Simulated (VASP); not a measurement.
Runs of VASP 6.6.1 on PbS (Galena). The structure is cubic, space group Fm-3m (No. 225). Conventional cell: a = 5.931 Å, b = 5.931 Å, c = 5.931 Å, α = 90.00°, β = 90.00°, γ = 90.00°. Around Pb (site symmetry m-3m) lie 6 S at 2.97 Å. S (site symmetry m-3m) has 6 Pb at 2.97 Å as nearest neighbours. 

```csv
level,gap on the mesh (eV),pressure (GPa),relaxed volume (Å³/atom)
vdW-DF2,(a),0.0,29.41
vdW-DF-cx,0.30,0.1,25.90
vdW-DF,(b),0.0,28.50
BEEF-vdW,0.70,0.0,27.75
optPBE-vdW,0.61,0.0,27.43
```

Alike in all rows: task relaxation of cell and atoms; potentials or basis VASP PAW PBE potentials, release 64 (Pb_d, S); no spin polarisation; cell relaxed; k mesh 8 × 8 × 8; cutoff (eV) 600; smearing fermi-dirac 0.05 eV.

Task: Estimate the missing entries.

Result: (a) 0.77; (b) 0.80.

Caveats: the PAW data sets were made with another functional, which shifts forces and pressure a little; spin-orbit coupling is left out, which as a rule narrows the gap of such compounds by several tenths of an eV; the volume moved by +13 % from the deposited cell, more than functionals usually miss (some runs).

A k mesh can miss the band edges, and the runs leave out spin-orbit coupling on Pb.

Runs at the PBE level aren't shown here.
